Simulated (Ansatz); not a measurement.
Born–Oppenheimer molecular dynamics of a periodic cell of 12 atoms, TiO2 (start crystal TiO2, start structure I4_1/amd, volume 1.15 times the crystal's). It goes on from the last frame of an earlier run, with new velocities.

Level of theory: DFT PBEsol, scalar-relativistic, plane waves, PAW in Ansatz 0.2.0. Settings: accuracy low, PAW set soft_1, cutoff 420 eV, k mesh 3x3x1, fermi-dirac smearing 0.3 eV, no spin polarisation.

```json
{
 "ensemble": "NVT, Langevin thermostat",
 "time step": "0.75 fs",
 "steps asked": "309",
 "set temperature": "2800 K",
 "friction": "0.02 /fs",
 "temperature schedule": "232 steps to 300 K, then 77 steps to 300 K",
 "seed": "186560"
}
```

Frames 1.5 fs apart, positions in Å, forces in eV/Å.

Velocities at 7.5 fs (Å/ps):

```
Ti -5.47 3.98 -0.78
Ti 2.21 -3.86 -6.64
O 3.10 19.68 -7.13
O 4.22 -14.40 17.41
O -4.33 -21.89 6.45
O 5.78 -0.18 -12.73
Ti 0.84 11.15 3.29
Ti 5.40 -2.43 8.23
O 16.29 -10.46 -2.09
O 10.40 21.23 -10.77
O -6.63 5.33 -26.56
O -15.14 7.18 -3.97
```

```xyz
12
Lattice="3.9655 0.0000 0.0000 0.0000 3.9655 0.0000 0.0000 0.0000 9.9677" Properties=species:S:1:pos:R:3:forces:R:3 time_fs=7.5 energy_less_start_eV=0.037 T=2610
Ti 0.542 -0.043 0.357 -1.25 1.96 -0.74
Ti -0.275 2.210 2.736 0.82 0.69 2.05
O -0.084 0.008 2.955 -0.05 0.06 -1.71
O 0.176 2.750 5.424 -1.04 -1.19 -0.85
O 0.248 2.049 0.993 1.27 1.61 -0.23
O 0.300 0.552 8.458 4.87 -1.08 2.58
Ti 2.357 2.372 5.414 1.50 0.23 1.46
Ti 2.522 0.499 8.113 -1.04 -0.05 0.46
O 2.726 2.525 8.129 -1.95 0.72 -0.30
O 2.601 0.588 10.266 -2.25 -2.62 -0.14
O 2.859 0.678 6.375 -2.63 0.53 -3.02
O 1.842 2.236 3.544 1.73 -0.86 0.47
12
Lattice="3.9655 0.0000 0.0000 0.0000 3.9655 0.0000 0.0000 0.0000 9.9677" Properties=species:S:1:pos:R:3:forces:R:3 time_fs=9 energy_less_start_eV=0.140 T=2832
Ti 0.533 -0.035 0.356 -1.38 1.89 -0.65
Ti -0.272 2.206 2.728 0.74 0.76 2.43
O -0.086 0.038 2.943 -0.10 -0.23 -1.75
O 0.181 2.726 5.448 -0.91 -0.88 -0.91
O 0.241 2.017 1.002 1.49 1.99 -0.42
O 0.315 0.548 8.441 4.77 -1.10 2.60
Ti 2.360 2.391 5.422 1.32 0.04 1.28
Ti 2.531 0.495 8.126 -0.83 0.05 -0.37
O 2.749 2.513 8.126 -1.97 0.87 -0.27
O 2.619 0.621 10.255 -2.31 -2.87 -0.35
O 2.846 0.689 6.337 -2.76 0.28 -2.03
O 1.819 2.248 3.539 1.94 -0.79 0.45
12
Lattice="3.9655 0.0000 0.0000 0.0000 3.9655 0.0000 0.0000 0.0000 9.9677" Properties=species:S:1:pos:R:3:forces:R:3 time_fs=10.5 energy_less_start_eV=0.260 T=2635
Ti 0.525 -0.029 0.355 -1.43 1.84 -0.56
Ti -0.270 2.203 2.718 0.66 0.73 2.78
O -0.093 0.065 2.932 -0.12 -0.42 -1.75
O 0.184 2.702 5.474 -0.75 -0.57 -0.96
O 0.238 1.986 1.010 1.71 2.34 -0.58
O 0.336 0.535 8.428 4.54 -1.07 2.60
Ti 2.367 2.411 5.432 1.11 -0.13 1.11
Ti 2.540 0.490 8.139 -0.64 0.13 -0.96
O 2.771 2.505 8.122 -1.97 0.98 -0.25
O 2.635 0.652 10.249 -2.39 -3.10 -0.61
O 2.829 0.702 6.303 -2.79 0.02 -1.25
O 1.801 2.263 3.534 2.07 -0.74 0.44
12
Lattice="3.9655 0.0000 0.0000 0.0000 3.9655 0.0000 0.0000 0.0000 9.9677" Properties=species:S:1:pos:R:3:forces:R:3 time_fs=12 energy_less_start_eV=0.353 T=2718
Ti 0.519 -0.027 0.353 -1.38 1.82 -0.54
Ti -0.270 2.200 2.707 0.59 0.65 3.18
O -0.105 0.091 2.923 -0.11 -0.57 -1.75
O 0.187 2.678 5.499 -0.59 -0.28 -0.99
O 0.241 1.953 1.019 1.90 2.63 -0.79
O 0.365 0.515 8.421 4.12 -1.02 2.56
Ti 2.374 2.429 5.440 0.88 -0.25 0.94
Ti 2.549 0.485 8.152 -0.42 0.21 -1.35
O 2.791 2.499 8.120 -1.93 1.03 -0.23
O 2.645 0.681 10.241 -2.45 -3.30 -0.84
O 2.806 0.715 6.267 -2.71 -0.25 -0.58
O 1.789 2.277 3.532 2.10 -0.68 0.38
12
Lattice="3.9655 0.0000 0.0000 0.0000 3.9655 0.0000 0.0000 0.0000 9.9677" Properties=species:S:1:pos:R:3:forces:R:3 time_fs=13.5 energy_less_start_eV=0.403 T=2730
Ti 0.512 -0.027 0.355 -1.26 1.83 -0.54
Ti -0.272 2.199 2.695 0.51 0.53 3.60
O -0.117 0.119 2.912 -0.09 -0.70 -1.72
O 0.191 2.654 5.520 -0.45 -0.04 -0.99
O 0.247 1.923 1.030 2.06 2.86 -1.04
O 0.400 0.492 8.416 3.54 -0.94 2.52
Ti 2.383 2.446 5.446 0.63 -0.31 0.77
Ti 2.558 0.480 8.164 -0.23 0.27 -1.61
O 2.802 2.495 8.116 -1.84 1.05 -0.22
O 2.647 0.707 10.235 -2.45 -3.47 -1.07
O 2.774 0.725 6.226 -2.55 -0.49 0.00
O 1.777 2.287 3.530 2.12 -0.60 0.30
12
Lattice="3.9655 0.0000 0.0000 0.0000 3.9655 0.0000 0.0000 0.0000 9.9677" Properties=species:S:1:pos:R:3:forces:R:3 time_fs=15 energy_less_start_eV=0.420 T=2652
Ti 0.505 -0.028 0.360 -1.07 1.87 -0.58
Ti -0.275 2.199 2.682 0.44 0.42 3.96
O -0.123 0.143 2.892 -0.10 -0.81 -1.68
O 0.197 2.636 5.539 -0.34 0.12 -0.98
O 0.254 1.900 1.037 2.13 3.00 -1.30
O 0.441 0.473 8.417 2.91 -0.86 2.48
Ti 2.393 2.461 5.452 0.40 -0.35 0.64
Ti 2.568 0.474 8.175 -0.09 0.29 -1.74
O 2.816 2.493 8.113 -1.73 1.07 -0.24
O 2.640 0.729 10.223 -2.34 -3.56 -1.20
O 2.741 0.728 6.186 -2.34 -0.65 0.44
O 1.767 2.301 3.530 2.14 -0.54 0.20
12
Lattice="3.9655 0.0000 0.0000 0.0000 3.9655 0.0000 0.0000 0.0000 9.9677" Properties=species:S:1:pos:R:3:forces:R:3 time_fs=16.5 energy_less_start_eV=0.412 T=2679
Ti 0.497 -0.029 0.367 -0.86 1.91 -0.69
Ti -0.279 2.200 2.668 0.36 0.32 4.29
O -0.128 0.164 2.870 -0.11 -0.93 -1.64
O 0.196 2.615 5.561 -0.16 0.26 -0.99
O 0.263 1.879 1.042 2.11 3.08 -1.53
O 0.482 0.458 8.421 2.30 -0.82 2.42
Ti 2.403 2.478 5.460 0.15 -0.39 0.52
Ti 2.576 0.467 8.187 0.00 0.29 -1.81
O 2.826 2.487 8.109 -1.62 1.09 -0.27
O 2.628 0.744 10.202 -2.15 -3.59 -1.15
O 2.706 0.727 6.146 -2.13 -0.77 0.74
O 1.761 2.309 3.528 2.13 -0.46 0.12
12
Lattice="3.9655 0.0000 0.0000 0.0000 3.9655 0.0000 0.0000 0.0000 9.9677" Properties=species:S:1:pos:R:3:forces:R:3 time_fs=18 energy_less_start_eV=0.385 T=2940
Ti 0.489 -0.028 0.375 -0.62 1.95 -0.79
Ti -0.282 2.202 2.656 0.32 0.16 4.42
O -0.134 0.190 2.852 -0.13 -1.06 -1.60
O 0.190 2.589 5.578 0.02 0.39 -0.98
O 0.280 1.862 1.041 1.96 3.17 -1.59
O 0.525 0.446 8.426 1.66 -0.81 2.34
Ti 2.412 2.493 5.472 -0.10 -0.44 0.38
Ti 2.584 0.461 8.198 0.03 0.31 -1.84
O 2.832 2.480 8.108 -1.48 1.12 -0.33
O 2.610 0.758 10.181 -1.84 -3.59 -1.03
O 2.665 0.718 6.107 -1.92 -0.86 0.97
O 1.754 2.311 3.523 2.12 -0.33 0.05
12
Lattice="3.9655 0.0000 0.0000 0.0000 3.9655 0.0000 0.0000 0.0000 9.9677" Properties=species:S:1:pos:R:3:forces:R:3 time_fs=19.5 energy_less_start_eV=0.364 T=2675
Ti 0.479 -0.026 0.382 -0.40 1.98 -0.89
Ti -0.284 2.204 2.646 0.30 -0.02 4.42
O -0.145 0.216 2.834 -0.12 -1.19 -1.52
O 0.184 2.564 5.593 0.17 0.46 -0.97
O 0.308 1.846 1.041 1.74 3.27 -1.57
O 0.569 0.435 8.434 1.05 -0.81 2.23
Ti 2.419 2.507 5.483 -0.34 -0.45 0.26
Ti 2.592 0.456 8.206 0.02 0.35 -1.85
O 2.839 2.471 8.111 -1.34 1.13 -0.40
O 2.597 0.771 10.159 -1.46 -3.56 -0.82
O 2.619 0.709 6.074 -1.68 -0.93 1.12
O 1.749 2.315 3.519 2.07 -0.22 -0.01
12
Lattice="3.9655 0.0000 0.0000 0.0000 3.9655 0.0000 0.0000 0.0000 9.9677" Properties=species:S:1:pos:R:3:forces:R:3 time_fs=21 energy_less_start_eV=0.300 T=2866
Ti 0.467 -0.023 0.391 -0.18 1.97 -0.97
Ti -0.286 2.209 2.641 0.33 -0.17 4.21
O -0.162 0.237 2.813 -0.09 -1.33 -1.42
O 0.177 2.543 5.607 0.36 0.51 -0.98
O 0.341 1.834 1.038 1.42 3.38 -1.36
O 0.616 0.424 8.447 0.41 -0.80 2.10
Ti 2.427 2.517 5.491 -0.65 -0.42 0.22
Ti 2.600 0.453 8.215 0.00 0.35 -1.88
O 2.845 2.468 8.111 -1.19 1.12 -0.44
O 2.582 0.778 10.139 -1.00 -3.48 -0.57
O 2.569 0.703 6.047 -1.41 -1.00 1.19
O 1.749 2.318 3.520 2.01 -0.14 -0.09
12
Lattice="3.9655 0.0000 0.0000 0.0000 3.9655 0.0000 0.0000 0.0000 9.9677" Properties=species:S:1:pos:R:3:forces:R:3 time_fs=22.5 energy_less_start_eV=0.278 T=2724
Ti 0.457 -0.022 0.400 -0.02 1.97 -1.05
Ti -0.288 2.217 2.634 0.33 -0.33 4.04
O -0.185 0.258 2.793 -0.02 -1.46 -1.34
O 0.171 2.528 5.619 0.66 0.53 -0.97
O 0.373 1.826 1.033 1.14 3.47 -1.18
O 0.659 0.405 8.463 -0.16 -0.75 1.94
Ti 2.441 2.530 5.500 -1.08 -0.38 0.19
Ti 2.608 0.452 8.221 -0.02 0.35 -1.93
O 2.849 2.466 8.115 -1.04 1.06 -0.51
O 2.573 0.782 10.119 -0.58 -3.38 -0.26
O 2.520 0.698 6.026 -1.14 -1.04 1.24
O 1.752 2.320 3.519 1.93 -0.05 -0.18
12
Lattice="3.9655 0.0000 0.0000 0.0000 3.9655 0.0000 0.0000 0.0000 9.9677" Properties=species:S:1:pos:R:3:forces:R:3 time_fs=24 energy_less_start_eV=0.296 T=2985
Ti 0.449 -0.023 0.407 0.12 1.97 -1.10
Ti -0.290 2.223 2.630 0.36 -0.54 3.83
O -0.213 0.285 2.776 0.05 -1.57 -1.23
O 0.167 2.511 5.629 0.88 0.54 -0.95
O 0.408 1.817 1.029 0.85 3.58 -0.96
O 0.700 0.379 8.482 -0.71 -0.69 1.74
Ti 2.452 2.543 5.509 -1.48 -0.35 0.17
Ti 2.616 0.456 8.226 -0.01 0.39 -1.99
O 2.852 2.462 8.118 -0.90 0.96 -0.59
O 2.568 0.782 10.100 -0.15 -3.26 0.08
O 2.468 0.696 6.008 -0.85 -1.09 1.26
O 1.755 2.323 3.522 1.84 0.05 -0.28
```

Of the whole run (232 fs, mean temperature of the second half 966 K): The schedule's set-point averaged 509 K over the second half and the system 966 K, so it lags behind the ramp. A run of 0.23 ps of so small a system gives no equilibrium averages. Limits of this set-up: coarse k mesh, PAW files made for another functional, low accuracy level.

The run took 24 min on 1 thread of Arm Neoverse V1, with other jobs on the host, peak memory 0.43 GiB.
